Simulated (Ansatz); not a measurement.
## Sr (P6/mmm), stationary points along a deformation path

All numbers below come from DFT PBE+D3(BJ), scalar-relativistic, plane waves, PAW (Ansatz). Settings: plane waves to 420 eV, k-mesh 6×6×8 (Γ-centred), Gaussian smearing 0.03 eV. No spin polarisation. Energies are free energies at this smearing, counted from the undisturbed cell; pressure is positive in compression.

The starting cell (as given, not relaxed at this level; it stands at 0.1 GPa; this form isn't the usual structure):

```
CELL_PARAMETERS angstrom
10.98763 0.00000 0.00000
-5.49381 9.51557 0.00000
0.00000 0.00000 4.42111
ATOMIC_POSITIONS crystal
Sr 0.00000 0.00000 0.00000
```

At fixed volume and fractional coordinates, lengths along (0.000, 0.000, 1.000) are scaled against those across it; ρ is that ratio over its starting value. V = 462.243 Å³/atom. Δσ is the stress along the axis less the mean stress across it (compression positive).

| ρ | ΔE (meV/atom) | Δσ (GPa) | space group |
| --- | --- | --- | --- |
| 0.850 | 166.3 | 0.33 | P6/mmm |
| 0.920 | 85.0 | 0.72 | P6/mmm |
| 1.000 | 0.0 | 0.21 | P6/mmm |
| 1.100 | -9.9 | 0.00 | P6/mmm |
| 1.200 | 5.2 | -0.20 | P6/mmm |

Problem. How does the stress give the slope of the energy, and where is the energy stationary?

Solution. Along the path d ln(length) is 2/3 d ln ρ on the axis and −1/3 d ln ρ across it, so dE/d ln ρ = −(2/3) V Δσ: the energy falls with ρ where Δσ is positive. Δσ vanishes or changes sign at ρ = 1.100 (P6/mmm), a minimum at -9.9 meV/atom. Pairs of stationary points between two samples would go unseen, and could change a minimum read from distant neighbours into a maximum.

Problem. Integrate that slope from ρ = 1 to 1.200 by the trapezoid rule.

Solution. With V/N in Å³ and 1 eV/Å³ = 160.2 GPa the slopes at ρ = 1.000, 1.100, 1.200 are -398, -6, 391 meV/atom per unit of ln ρ. The steps add (-19.2) + 16.8 = -2.5 meV/atom, against 5.2 from the energies; the trapezoid rule misses the curvature of the slope within each step.

Problem. Is the start the lowest point of the path?

Solution. No: ρ = 1.100 lies 9.9 meV/atom lower, with no sampled rise above the start on the way. Volume and inner coordinates are held, so a relaxed structure there would lie lower still.

The gap closes along the scan, which can put kinks into the curve.